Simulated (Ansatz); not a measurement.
## Convergence of a linear-scaling basis for bare MgSe nanowire along [001] (64 atoms)

Aim: test how closely localised support functions follow the reference on bare MgSe nanowire along [001] (64 atoms), and at what cost. A setting counts as converged where the r.m.s. difference of forces stays under 1 % of the r.m.s. force.

Calculated with Ansatz 0.2.0; Kohn-Sham DFT, PBE, PAW (set soft_2, large core), plane waves.

The database entry behind the starting cell differs from later determinations by our own check (0.1 to 0.3 % short, probably kX units), so it need not match the best structure at ambient conditions.

### Step 1. The structure

The cell holds 64 atoms: 32 Mg and 32 Se. Its edges and angles: a = 18.177 Å, b = 18.177 Å, c = 10.902 Å, α = 90.0°, β = 90.0°, γ = 90.0°. It derives from MgSe (rock-salt). Square section of size parameter 4.53 Å cut from rock-salt MgSe (a = 5.451 Å) along [001], 2 periods, 10 Å of vacuum; not relaxed, displaced by a Gaussian of 0.02 Å. Vacuum lies along a and b. The structure repeats along c.

Limits known from the start: Beside vacuum, support functions can miss their usual error bounds without a warning. Only the Γ point is sampled, in a cell whose periodic width is 11 Å.

### Step 2. Plane-wave single point

This run is the reference for what follows, at a cutoff of 420 eV.

File input.yaml:

```yaml
crystal:
  lattice:
    - [18.1765, 0.0, 0.0]
    - [0.0, 18.1765, 0.0]
    - [0.0, 0.0, 10.902]
  atoms:
    - { symbol: Mg, position: [0.27619, 0.27508, 0.0012] }
    - { symbol: Se, position: [0.27306, 0.2742, 0.25189] }
    - { symbol: Mg, position: [0.27591, 0.27564, 0.49883] }
    - { symbol: Se, position: [0.27622, 0.2743, 0.74966] }
    - { symbol: Se, position: [0.27558, 0.42516, 0.00049] }
    - { symbol: Mg, position: [0.27504, 0.57557, 0.00192] }
    - { symbol: Mg, position: [0.27268, 0.42386, 0.24882] }
    - { symbol: Se, position: [0.2754, 0.57569, 0.24922] }
    - { symbol: Se, position: [0.27491, 0.42615, 0.49684] }
    - { symbol: Mg, position: [0.27413, 0.57357, 0.50323] }
    - { symbol: Mg, position: [0.27362, 0.42573, 0.75289] }
    - { symbol: Se, position: [0.2745, 0.57516, 0.74899] }
    - { symbol: Se, position: [0.27557, 0.72473, 0.99815] }
    - { symbol: Mg, position: [0.27637, 0.72287, 0.25165] }
    - { symbol: Se, position: [0.27441, 0.72783, 0.50363] }
    - { symbol: Mg, position: [0.27557, 0.72662, 0.7504] }
    - { symbol: Mg, position: [0.57753, 0.27488, 0.99749] }
    - { symbol: Se, position: [0.42614, 0.27541, 0.00072] }
    - { symbol: Mg, position: [0.42405, 0.27402, 0.24568] }
    - { symbol: Se, position: [0.57327, 0.27665, 0.25134] }
    - { symbol: Mg, position: [0.57536, 0.275, 0.50265] }
    - { symbol: Se, position: [0.42362, 0.2734, 0.5003] }
    - { symbol: Mg, position: [0.42427, 0.27372, 0.74982] }
    - { symbol: Se, position: [0.57599, 0.275, 0.74982] }
    - { symbol: Mg, position: [0.42788, 0.42617, 0.9995] }
    - { symbol: Se, position: [0.57666, 0.42769, 0.99529] }
    - { symbol: Mg, position: [0.57356, 0.57536, 0.99769] }
    - { symbol: Se, position: [0.42457, 0.57609, 0.99864] }
    - { symbol: Mg, position: [0.57503, 0.42333, 0.25003] }
    - { symbol: Se, position: [0.4259, 0.42624, 0.25203] }
    - { symbol: Mg, position: [0.42493, 0.57606, 0.24991] }
    - { symbol: Se, position: [0.57426, 0.57403, 0.24988] }
    - { symbol: Mg, position: [0.42618, 0.42417, 0.50158] }
    - { symbol: Se, position: [0.57551, 0.42458, 0.4978] }
    - { symbol: Mg, position: [0.57699, 0.57483, 0.49919] }
    - { symbol: Se, position: [0.4234, 0.57587, 0.4961] }
    - { symbol: Mg, position: [0.57693, 0.42285, 0.7506] }
    - { symbol: Se, position: [0.42546, 0.42559, 0.75208] }
    - { symbol: Mg, position: [0.42541, 0.57568, 0.75114] }
    - { symbol: Se, position: [0.5743, 0.57464, 0.75216] }
    - { symbol: Mg, position: [0.42479, 0.72369, 0.99685] }
    - { symbol: Se, position: [0.57405, 0.72499, 0.99874] }
    - { symbol: Mg, position: [0.57457, 0.72575, 0.24824] }
    - { symbol: Se, position: [0.42612, 0.72284, 0.24814] }
    - { symbol: Mg, position: [0.42403, 0.7233, 0.50169] }
    - { symbol: Se, position: [0.57323, 0.72583, 0.5002] }
    - { symbol: Mg, position: [0.57377, 0.72476, 0.75012] }
    - { symbol: Se, position: [0.42406, 0.72422, 0.74953] }
    - { symbol: Se, position: [0.72544, 0.27592, 0.00132] }
    - { symbol: Mg, position: [0.72415, 0.27454, 0.2476] }
    - { symbol: Se, position: [0.72578, 0.27527, 0.49971] }
    - { symbol: Mg, position: [0.72164, 0.27436, 0.74905] }
    - { symbol: Mg, position: [0.72575, 0.42475, 0.00046] }
    - { symbol: Se, position: [0.72393, 0.57499, 0.00194] }
    - { symbol: Se, position: [0.72519, 0.42478, 0.25071] }
    - { symbol: Mg, position: [0.72418, 0.57488, 0.25006] }
    - { symbol: Mg, position: [0.72483, 0.42366, 0.50151] }
    - { symbol: Se, position: [0.72702, 0.57488, 0.49933] }
    - { symbol: Se, position: [0.72531, 0.42592, 0.75105] }
    - { symbol: Mg, position: [0.72166, 0.57683, 0.75342] }
    - { symbol: Mg, position: [0.72486, 0.72293, 0.99987] }
    - { symbol: Se, position: [0.72252, 0.7243, 0.24959] }
    - { symbol: Mg, position: [0.72425, 0.72435, 0.50138] }
    - { symbol: Se, position: [0.7246, 0.72463, 0.75084] }
kpoints:
  mp_grid: { grid: [1, 1, 1] }
hamiltonian:
  xc: pbe
  pseudopotentials: { kind: paw, core: large }
scf:
  occupations: { method: fixed }
output:
  forces: true
  populations: true
  dos:
    method: { smearing: { sigma: 0.08 } }
    de: 0.1
    projected: { site_lists: { Mg: [Mg], Se: [Se] } }
  eigenvalues: true
  write_density: true
  write_potential: true
  volumetric_format: npy
  elf: true
```

Run with:

```sh
> ansatz run input.yaml --threads 4 --pin off --max-ram 8192MiB --backend cpu --events-out ev --progress --plain --runs-dir out
```

Numbers of over 12 decimals in the logs are rounded to 6 here.

Log:

```text
Engine: ansatz 0.2.0, aarch64-unknown-linux-gnu
Pseudopotentials: kind: paw
Pseudopotential: Mg, paw, valence charge 10, recommended cutoff 420 eV (normal), Mg.paw.azcp
Pseudopotential: Se, paw, valence charge 6, recommended cutoff 420 eV (normal), Se.paw.azcp#standard-large-core
[... 5 lines on functional and potentials left out ...]
Crystal: 64 atoms, lattice volume = 3601.859 Å³
Basis set: ecut = 420 eV, 70553 PW (Γ), exchange–correlation on 250×250×150 points (8 copies of the dense FFT grid, shifted against one another)
Bands: 320, of which v1, the nominal top of the filled ones, is band 256 counted from 1 (255 counted from 0)
Symmetry: 1 space group operations
Space group: P1 (ITA 1), of the structure as read, at distance tolerance 1.5e-4 Å
k-points: 1
[... 5 lines on functional and potentials left out ...]
Initial density: superposition of atomic densities (neutral atoms: chi_scale 0, normalization atom)
Initial wavefunctions: pseudopotential atomic-orbital guess
Functional: x = pbe(κ = 0.804, μ = 0.219515), c = pbe(β = 0.066725)
SCF iter   1: F=—  HF=-144148.656600 eV  |F-HF|=—  |Δ(HF+E_count)|=         —  Δρ=2.38e-2  dr2=5.50e1  ethr=3.10e-3  ⟨swp⟩=5.0  Hψ=1144  notcnv=0  defer=60
preconditioner: auto → Resta (q_TF=auto, 1.971 Å⁻¹)  ε∞=2.0  [insulator: Δε(μ)=3.113 eV  Ē_g=9.905 eV  n_scr=474 (ndim 8)  ℏωp=9.9 eV  f_vac=0.530  ε∞_Penn≈2.0  vacuum switching on, ρ_ref=7.1e-3 e/Å³]
SCF iter   2: F=—  HF=-144131.867633 eV  |F-HF|=—  |Δ(HF+E_count)|=    1.68e1  Δρ=9.43e-3  dr2=5.50e0  ethr=3.10e-3  ⟨swp⟩=4.0  Hψ=507  notcnv=0  defer=60
SCF iter   3: F=—  HF=-144131.087439 eV  |F-HF|=—  |Δ(HF+E_count)|=   7.80e-1  Δρ=3.99e-3  dr2=9.37e-1  ethr=1.07e-3  ⟨swp⟩=3.0  Hψ=427  notcnv=0  defer=60
SCF iter   4: F=—  HF=-144131.103715 eV  |F-HF|=—  |Δ(HF+E_count)|=   1.63e-2  Δρ=1.44e-3  dr2=3.22e-1  ethr=1.83e-4  ⟨swp⟩=4.0  Hψ=454  notcnv=0  defer=62
SCF iter   5: F=—  HF=-144131.075957 eV  |F-HF|=—  |Δ(HF+E_count)|=   2.78e-2  Δρ=2.71e-4  dr2=8.82e-3  ethr=6.28e-5  ⟨swp⟩=3.0  Hψ=454  notcnv=0  defer=62
SCF iter   6: F=—  HF=-144131.077498 eV  |F-HF|=—  |Δ(HF+E_count)|=   1.54e-3  Δρ=9.77e-5  dr2=6.20e-4  ethr=1.72e-6  ⟨swp⟩=3.0  Hψ=456  notcnv=0  defer=62
SCF iter   7: F=—  HF=-144131.077814 eV  |F-HF|=—  |Δ(HF+E_count)|=   3.17e-4  Δρ=3.25e-5  dr2=1.48e-4  ethr=1.21e-7  ⟨swp⟩=3.0  Hψ=447  notcnv=0  defer=61
SCF iter   8: F=—  HF=-144131.077796 eV  |F-HF|=—  |Δ(HF+E_count)|=   1.85e-5  Δρ=6.75e-6  dr2=4.01e-6  ethr=2.88e-8  ⟨swp⟩=3.0  Hψ=379  notcnv=0  defer=61
SCF iter   9: F=—  HF=-144131.076534 eV  |F-HF|=—  |Δ(HF+E_count)|=   1.26e-3  Δρ=4.61e-6  dr2=1.27e-6  ethr=7.82e-10  ⟨swp⟩=3.0  Hψ=672  notcnv=0  defer=61
SCF iter  10: F=—  HF=-144131.076535 eV  |F-HF|=—  |Δ(HF+E_count)|=   4.95e-7  Δρ=2.10e-6  dr2=1.25e-7  ethr=2.48e-10  ⟨swp⟩=2.0  Hψ=356  notcnv=0  defer=61
SCF iter  11: F=-144131.076535 eV  HF=-144131.076535 eV  |F-HF|=5.44e-8  |Δ(HF+E_count)|=   1.66e-7  Δρ=5.31e-7  dr2=6.27e-8  ethr=1.95e-11  ⟨swp⟩=36.0  Hψ=4291  notcnv=0
SCF 1 converged in 11 iterations: F = -144131.076535 eV  dr2 = 6.27e-8
  greatest PAW one-centre occupation: 1.000 electrons in one spin orbital (limit 2), on the Mg atom at site 30 (counted from 0), in its partial waves of l = 0
WARN: The output density's exchange-correlation potential varies sharply where the density is thin. Do not read a vacuum level from v_tot or v_xc, or from such a field of the output density. On a cell that repeats whose density bears no net charge and no dipole along the vacuum's axis use v_es (v_loc + v_h of the components); [...]
SCF converged after 11 iterations
Free energy (F): -144131.076535 eV
Harris-Foulkes:  -144131.076535 eV  (|F-HF|=5.44e-8)
Internal energy: -144131.076535 eV  (E = F + TS)
E sigma→0 (E₀):  -144131.076535 eV
Fermi energy:    -0.869690 eV
--- Per-component energies (eV) ---
  E_band       = -14407.542689
  E_kinetic    = 5685.716011
  E_local      = -198350.484297  (includes V_loc(G=0)·N_el)
  E_nonlocal   = 4740.568960
  E_hartree    = 89279.071814
  E_xc         = -7054.126666
  E_vxc        = -3848.150234  (∫ρ·V_xc dr)
  E_paw        = -79903.548878  (= ΣΔE_a)
  E_vpaw       = -1193.322601  (= ΣTr[D̂ρ^β])
  E_aug_tail   = -0.000116  (compensation charges beyond the density's cutoff)
  E_ewald      = 41471.726638
  E_smearing   = -0.000000  (= −TS)
  E_closure    = -0.000000  (closes the sum)
  Σ components = -144131.076535   (vs F -144131.076535, Δ=0.00e0)
--- Forces (eV/Å), atoms counted from 1 ---
  atom   1  Mg     0.63739711     0.69212233    -0.03754486
  atom   2  Se    -0.21548952    -0.28811945    -0.16818019
  atom   3  Mg     0.60474538     0.68200012     0.08155309
  atom   4  Se    -0.38381068    -0.23109855     0.06414140
  atom   5  Se    -0.59309723    -0.10798049     0.04007898
  atom   6  Mg     0.50359210     0.15040017    -0.09000930
  atom   7  Mg     0.67380428    -0.07454518     0.02984097
  atom   8  Se    -0.71767549    -0.01311293     0.06412783
  atom   9  Se    -0.60984055    -0.22527674     0.16762648
  atom  10  Mg     0.55736926     0.32765965    -0.09294932
  atom  11  Mg     0.62170431    -0.16744137    -0.12804492
  atom  12  Se    -0.61887248     0.00327737     0.11547497
  atom  13  Se    -0.35353871     0.34742686     0.09369145
  atom  14  Mg     0.65278888    -0.55707410    -0.00018921
[...]
atom  63  Mg    -0.71995923    -0.68494255    -0.04227677
  atom  64  Se     0.28913650     0.36493866    -0.02659729
  max |Σ_I F_I| component: 9.01e-5 eV/Å
--- Band table (eV) ---
  k-point 0: bands = ["-76.8892", "-76.8875", "-76.8828", "-76.8346", [... 304 levels ...], "4.6241", "4.6361", "4.6887", "4.6998", "4.7293", "4.7514", "4.7758", "4.8052", "4.9221", "4.9292", "4.9742", "4.9828"]
--- Löwdin populations: 64 sites ---
  site symbol       q [e]
     0     Mg      8.6104
     1     Se      7.2232
     2     Mg      8.6030
[...]
63     Se      7.2214
  spilling = 0.009439 (of n_electrons = 512.000000)
```

Elapsed: 58 s, on 4 threads of Arm Neoverse V2, shared host; peak memory 3.4 GiB; 3.7 min of CPU time.

The program notes that potentials were chosen by core size and the exchange-correlation potential is rough where the density is thin.

Numbers from this run:

| Item | Value |
| --- | --- |
| free energy | -144131.0765 eV |
| free energy per atom | -2252.0481 eV/atom |
| SCF cycles | 11 |
| r.m.s. force component | 0.3406 eV/Å |
| longest force | 1.026 eV/Å |
| Fermi energy | -0.8697 eV |
| gap (highest filled to lowest empty level) | 1.757 eV |
| spilling of the projection | 0.009439 |

The r.m.s. force component of 0.34 eV/Å sets the scale for the differences below.

### Step 3. Support functions low

The cell is solved in localised support functions.

This step: Kohn-Sham DFT, PBE, PAW (set soft_2, large core), localised support functions (low) (Ansatz 0.2.0).

input.yaml, the sections that differ from step 2:

```yaml
scf:
  occupations: { method: fixed }
  eigensolver: { kind: { support_functions: { accuracy: low } } }
  mixing: { beta: 0.4 }
  max_iter: 150
output:
  forces: true
  eigenvalues: true
# crystal, kpoints, hamiltonian: as in step 2
```

Log:

```text
Warning: scf.eigensolver.kind.support_functions: disabling space-group detection — the functions' gradient is summed over unrotated k-points, so no spatial operation reduces the k-mesh or symmetrises the density; time reversal is kept, so that k and −k are solved as one point where they differ and the mesh holds both, and exact exchange and, on two spinor components, a DFT+U term hold to it where the run has them: [...]
settings of this run that can trade accuracy for cost: scf.eigensolver.kind.support_functions; scf.eigensolver.kind.support_functions.accuracy: low [...]
[...]
Crystal: 64 atoms, lattice volume = 3601.859 Å³
Basis set: ecut = 420 eV, 70553 PW (Γ), exchange–correlation on 250×250×150 points (8 copies of the dense FFT grid, shifted against one another)
Bands: 308, of which v1, the nominal top of the filled ones, is band 256 counted from 1 (255 counted from 0)
Symmetry: 1 space group operations
k-points: 1
[...]
SCF iter   1: F=—  HF=-144133.999039 eV  |F-HF|=—  |Δ(HF+E_count)|=         —  Δρ=2.81e-2  dr2=6.69e1  ethr=1.00e-1
[...]
SCF iter  10: F=—  HF=-144131.113938 eV  |F-HF|=—  |Δ(HF+E_count)|=   6.45e-4  Δρ=2.25e-5  dr2=2.15e-5  ethr=7.63e-8  κ⁻¹=4.2e-7(r=7)
SCF iter  11: F=-144131.114428 eV  HF=-144131.114429 eV  |F-HF|=2.93e-7  |Δ(HF+E_count)|=   4.91e-4  Δρ=9.10e-6  dr2=3.70e-6  ethr=4.19e-9
SCF 1 converged in 11 iterations: F = -144131.118242 eV  dr2 = 3.70e-6
[...]
SCF converged after 11 iterations
Stability not checked: this state was not tested for a lower state beside it, because the mixer in use, unlike msr1, does not test its closes by its own steps (another_mixer; see scf.mixing.algorithm and scf.lower_state_search)
Free energy (F): -144131.118242 eV
[...]
Internal energy: -144131.118242 eV  (E = F + TS)
E sigma→0 (E₀):  -144131.118242 eV
Fermi energy:    -0.869489 eV
[...]
Σ components = -144131.118242   (vs F -144131.118242, Δ=0.00e0)
--- Forces (eV/Å), atoms counted from 1 ---
  atom   1  Mg     0.63810129     0.69289364    -0.03808944
  atom   2  Se    -0.21527661    -0.28775034    -0.16841183
  atom   3  Mg     0.60542077     0.68255003     0.08197631
  atom   4  Se    -0.38342656    -0.23091692     0.06432107
[...]
atom  64  Se     0.28888419     0.36461504    -0.02667149
  max |Σ_I F_I| component: 1.09e-3 eV/Å
--- Band table (eV) ---
[...]
```

Wall time 2.1 min (4 threads); peak memory 4.6 GiB; 8.4 min of CPU time.

The program notes that the band table was not solved further than the SCF left it and it switched symmetry off.

Keys that differ from the reference: support_functions.accuracy = "low", scf.max_iter = 150 and scf.mixing.beta = 0.4.

Forces differ from the reference by 0.44 meV/Å r.m.s., 0.13 % of their size, well within a tolerance of 1 %; the energy by -0.65 meV/atom. It took 2.1 min and 11 cycles; the reference's time can't be set against it, since the two runs asked for unlike analyses.

### Step 4. Support functions medium

The cell is solved in localised support functions.

This step: Kohn-Sham DFT, PBE, PAW (set soft_2, large core), localised support functions (medium) (Ansatz 0.2.0).

Edit input.yaml of step 3 so:

```diff
@@ -14,3 +14,3 @@
   occupations: { method: fixed }
-  eigensolver: { kind: { support_functions: { accuracy: low } } }
+  eigensolver: { kind: { support_functions: { accuracy: medium } } }
   mixing: { beta: 0.4 }
```

Log:

```text
[...]
Crystal: 64 atoms, lattice volume = 3601.859 Å³
Basis set: ecut = 420 eV, 70553 PW (Γ), exchange–correlation on 250×250×150 points (8 copies of the dense FFT grid, shifted against one another)
Bands: 308, of which v1, the nominal top of the filled ones, is band 256 counted from 1 (255 counted from 0)
Symmetry: 1 space group operations
k-points: 1
[...]
SCF iter   1: F=—  HF=-144133.934245 eV  |F-HF|=—  |Δ(HF+E_count)|=         —  Δρ=2.81e-2  dr2=6.69e1  ethr=1.00e-1
[...]
SCF iter  12: F=—  HF=-144131.115049 eV  |F-HF|=—  |Δ(HF+E_count)|=   3.33e-4  Δρ=5.69e-6  dr2=2.13e-6  ethr=7.53e-10  κ⁻¹=2.1e-6(r=7)
SCF iter  13: F=-144131.115048 eV  HF=-144131.115048 eV  |F-HF|=4.35e-8  |Δ(HF+E_count)|=   4.32e-7  Δρ=1.62e-6  dr2=2.00e-7  ethr=4.17e-10
SCF 1 converged in 13 iterations: F = -144131.118244 eV  dr2 = 2.00e-7
[...]
SCF converged after 13 iterations
[...]
Free energy (F): -144131.118244 eV
[...]
Internal energy: -144131.118244 eV  (E = F + TS)
E sigma→0 (E₀):  -144131.118244 eV
Fermi energy:    -0.869610 eV
[...]
Σ components = -144131.118244   (vs F -144131.118244, Δ=0.00e0)
--- Forces (eV/Å), atoms counted from 1 ---
  atom   1  Mg     0.63795531     0.69271820    -0.03808061
  atom   2  Se    -0.21519344    -0.28780185    -0.16839803
  atom   3  Mg     0.60536392     0.68257493     0.08195126
  atom   4  Se    -0.38346728    -0.23075183     0.06424266
[...]
atom  64  Se     0.28878786     0.36454441    -0.02669798
  max |Σ_I F_I| component: 1.36e-3 eV/Å
--- Band table (eV) ---
[...]
```

Elapsed: 2.4 min, on 4 threads; peak memory 4.8 GiB; 9.3 min of CPU time.

Keys that differ from the reference: support_functions.accuracy = "medium", scf.max_iter = 150 and scf.mixing.beta = 0.4.

Forces differ from the reference by 0.43 meV/Å r.m.s., 0.13 % of their size, well within a tolerance of 1 %; the energy by -0.65 meV/atom. It took 2.4 min and 13 cycles; the reference's time can't be set against it, since the two runs asked for unlike analyses.

### Step 5. Support functions medium, radius 3.6 Å

The radius confines each support function; a larger one gives more freedom and more work per atom.

Edit input.yaml of step 4 so:

```diff
@@ -14,3 +14,3 @@
   occupations: { method: fixed }
-  eigensolver: { kind: { support_functions: { accuracy: medium } } }
+  eigensolver: { kind: { support_functions: { accuracy: medium, radius: 3.6 } } }
   mixing: { beta: 0.4 }
```

Log:

```text
Warning: scf.eigensolver.kind.support_functions: disabling space-group detection — the functions' gradient is summed over unrotated k-points, so no spatial operation reduces the k-mesh or symmetrises the density; time reversal is kept, so that k and −k are solved as one point where they differ and the mesh holds both, and exact exchange and, on two spinor components, a DFT+U term hold to it where the run has them: [...]
settings of this run that can trade accuracy for cost: scf.eigensolver.kind.support_functions [...]
Engine: ansatz 0.2.0, aarch64-unknown-linux-gnu
Pseudopotentials: kind: paw
Pseudopotential: Mg, paw, valence charge 10, recommended cutoff 420 eV (normal), Mg.paw.azcp
Pseudopotential: Se, paw, valence charge 6, recommended cutoff 420 eV (normal), Se.paw.azcp#standard-large-core
[... 5 lines on functional and potentials left out ...]
Error: SCF: the radius of support functions is under 4.28 Å, the least for these sites at the functions' level (scf.eigensolver.kind.support_functions.accuracy). Use scf.eigensolver.kind: auto, or type scf.eigensolver.kind.support_functions.radius at least as long, [...]
```

Run time: 1.1 s. Hardware: 4 threads; peak memory 0.41 GiB.

The program refuses radii under 4.28 Å for these atoms at this level.

(Part 1 of 2 ends here.)

[Logs are printed without paths, hosts, clocks, repeated set-up lines and the standing remarks that a program may print on its own settings, such as how far it seeks lower states.]

[Hosts, paths, dates, database ids (printed as entryN), source tags and the programs' standing remarks are cut or masked in the printed files.]
